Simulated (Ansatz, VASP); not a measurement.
## TiN (Osbornite): VASP beside Ansatz

```
CELL_PARAMETERS angstrom
0.00000 2.11900 2.11900
2.11900 0.00000 2.11900
2.11900 2.11900 0.00000
ATOMIC_POSITIONS crystal
Ti 0.00000 0.00000 0.00000
N 0.50000 0.50000 0.50000
```

Alike in both runs: task single point; functional r2SCAN; k mesh 12 × 12 × 12; occupations fermi-dirac, width 0.1 eV; no spin polarisation.

```csv
,VASP,Ansatz
version,VASP 6.6.1,Ansatz 0.2.0
potentials or method,"VASP PAW PBE potentials, release 64 (Ti_sv, N)","plane waves, PAW"
plane-wave cutoff (eV),520,500
valence electrons in the cell,17,17
```

|  | VASP | Ansatz | Ansatz less VASP |
| --- | --- | --- | --- |
| pressure (GPa) | 0.5 | -1.0 | -1.50 |

Caveats: the PAW data sets were made with another functional, which shifts forces and pressure a little (VASP).
